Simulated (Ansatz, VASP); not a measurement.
**Na in VASP and in Ansatz**

The input INCAR:

```
SYSTEM = Na
  PREC = Accurate
  ENCUT = 520
  EDIFF = 1E-7
  ISMEAR = -1
  SIGMA = 0.05
  LREAL = .False.
  LASPH = .True.
  NELM = 80
  ALGO = Normal
  ISIF = 2
  LWAVE = .False.
  LCHARG = .False.
  GGA = PE
  NBANDS = 10
```

The input KPOINTS:

```
regular mesh
0
Gamma
  9 9 9
  0 0 0
```

POSCAR

```
Na
1.0
   -2.1410000000      2.1410000000      2.1410000000
    2.1410000000     -2.1410000000      2.1410000000
    2.1410000000      2.1410000000     -2.1410000000
Na
1
Direct
    0.0000000000      0.0000000000      0.0000000000
```

The input input.yaml:

```yaml
crystal:
  lattice:
    - [-2.141, 2.141, 2.141]
    - [2.141, -2.141, 2.141]
    - [2.141, 2.141, -2.141]
  atoms:
    - { symbol: Na, position: [0.0, 0.0, 0.0] }
hamiltonian:
  xc: pbe
  pseudopotentials: { kind: paw }
kpoints:
  mp_grid: { grid: [9, 9, 9] }
scf:
  occupations: { method: fermi_dirac, width: 0.05 }
output:
  forces: true
  stress: true
  eigenvalues: true
```

Alike in both runs: task single point; functional PBE; k mesh 9 × 9 × 9; occupations fermi-dirac, width 0.05 eV; no spin polarisation.

|  | VASP | Ansatz |
| --- | --- | --- |
| version | VASP 6.6.1 | Ansatz 0.2.0 |
| potentials or method | VASP PAW PBE potentials, release 64 (Na_pv) | Ansatz PAW |
| plane-wave cutoff (eV) | 520 | 420 |
| valence electrons in the cell | 7 | 9 |

|  | VASP | Ansatz | Ansatz less VASP |
| --- | --- | --- | --- |
| gap on the k mesh at the Fermi level (eV) | none | none | - |
| pressure (GPa) | -0.4 | -0.4 | +0.01 |

A gap of «none» marks a metal or a gap that the smearing closes. With one functional, cell and mesh, what is left measures potentials, basis and numerics. The two sets of potentials don't hold the same shells in valence.
